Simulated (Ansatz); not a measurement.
Computed with DFT PBE, scalar-relativistic, plane waves, PAW (Ansatz 0.2.0). Settings: cutoff 420 eV, Γ-centred meshes spaced at most about 0.3 Å⁻¹, and about 0.25 Å⁻¹ or finer for metals (2π included), Gaussian smearing. No spin polarisation.

Each guess is relaxed in cell and atoms at zero pressure, on a coarse mesh first where it starts far from rest and then on a converged one. The steps can't lower the symmetry of the start, but it can rise. Energies are static (0 K, no zero-point motion).

Two unrelaxed guesses for Ti₄B:

Guess 1.

```
CELL_PARAMETERS angstrom
-3.03098 3.03098 2.15533
3.03098 -3.03098 2.15533
3.03098 3.03098 -2.15533
ATOMIC_POSITIONS crystal
Ti 0.00000 0.69087 0.69087
Ti 0.00000 0.30913 0.30913
Ti 0.69087 0.00000 0.69087
Ti 0.30913 0.00000 0.30913
B 0.00000 0.00000 0.00000
```

Guess 2.

```
CELL_PARAMETERS angstrom
-2.51466 2.51466 2.51466
2.51466 -2.51466 2.51466
2.51466 2.51466 -2.51466
ATOMIC_POSITIONS crystal
Ti 0.61853 0.61853 0.61853
Ti 0.00000 0.00000 0.38147
Ti 0.00000 0.38147 0.00000
Ti 0.38147 0.00000 0.00000
B 0.00000 0.00000 0.00000
```

**Question.** Where do they end, and which end is lower?

**Answer.** Guess 2 ends lower, by 207 meV/atom. Guess 1: I4/mmm at 15.8 Å³/atom → I4/mmm at 17.2 Å³/atom; Guess 2: I-43m at 12.7 Å³/atom → Im-3m at 15.8 Å³/atom. Counting Ti atoms around B (those within 1.25 times the shortest such distance or 1.15 times the sum of covalent radii), the end of guess 1 has B 4 and the end of guess 2 has B 8. End of guess 1. Conventional cell: a = 7.697 Å, c = 2.902 Å. Around Ti lie 1 B at 2.14 Å, 8 Ti at 2.82–3.03 Å and 1 Ti at 3.41 Å; B has 4 Ti at 2.14 Å. End of guess 2. Conventional cell: a = 5.407 Å. Around Ti lie 2 B at 2.34 Å and 6 Ti at 2.70 Å; around B lie 8 Ti at 2.34 Å.

Ends held by symmetry can be saddle points. Even the lowest of the cells shown lies +0.24 eV/atom against the elements. Some structure types and database cells were kept out of the candidates from the start, so a known form may be missing.
